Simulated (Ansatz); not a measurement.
## TiO₂: frozen-core PAW against all-electron methods

```xyz
3
Lattice="0.0000 2.4150 2.4150 2.4150 0.0000 2.4150 2.4150 2.4150 0.0000" Properties=species:S:1:pos:R:3 pbc="T T T"
Ti    0.0000    0.0000    0.0000
O     1.2075    1.2075    1.2075
O     3.6225    3.6225    3.6225
```

Atoms are numbered in the order listed.

Conventional cell: a = 4.830 Å, b = 4.830 Å, c = 4.830 Å, α = 90.00°, β = 90.00°, γ = 90.00°. Ti (atom 1) is surrounded by 8 O at 2.09 Å. Around O (atom 2) lie 4 Ti at 2.09 Å.

The structure comes from a relaxation in the same program, started in the fluorite type, and has space group Fm-3m. Whether it is a known phase or the ground state wasn't checked.

Methods: DFT, PBE, PAW with Ansatz's default frozen-core files, scalar-relativistic (Ansatz 0.2.0); DFT, PBE, all-electron LAPW, scalar-relativistic (Ansatz 0.2.0).

For PAW: a Γ-centred 11×11×11 k mesh, Fermi–Dirac smearing of 0.05 eV, cutoff 420 eV, no spin polarisation. LAPW targets a basis error of 1 meV/atom. The Ansatz runs share mesh, smearing and spin set-up. Plane-wave (PAW) pressures include the program's estimate of the Pulay term.

Stress and pressure are positive in compression.

Levels count from the top of the valence band.

PAW results:

| quantity | PAW |
| --- | --- |
| pressure (GPa) | -0.01 |
| band gap (eV) | 1.124 |
| highest filled level at U (eV) | -0.438 |
| lowest empty level at U (eV) | 1.830 |
| highest filled level at L (eV) | -2.491 |
| lowest empty level at L (eV) | 1.455 |
| highest filled level at Γ (eV) | -0.855 |
| lowest empty level at Γ (eV) | 1.124 |

Task: What does all-electron LAPW give for the same quantities?

Result: 
| quantity | LAPW |
| --- | --- |
| pressure (GPa) | 0.09 |
| band gap (eV) | 1.121 |
| highest filled level at U (eV) | -0.436 |
| lowest empty level at U (eV) | 1.829 |
| highest filled level at L (eV) | -2.490 |
| lowest empty level at L (eV) | 1.456 |
| highest filled level at Γ (eV) | -0.854 |
| lowest empty level at Γ (eV) | 1.121 |
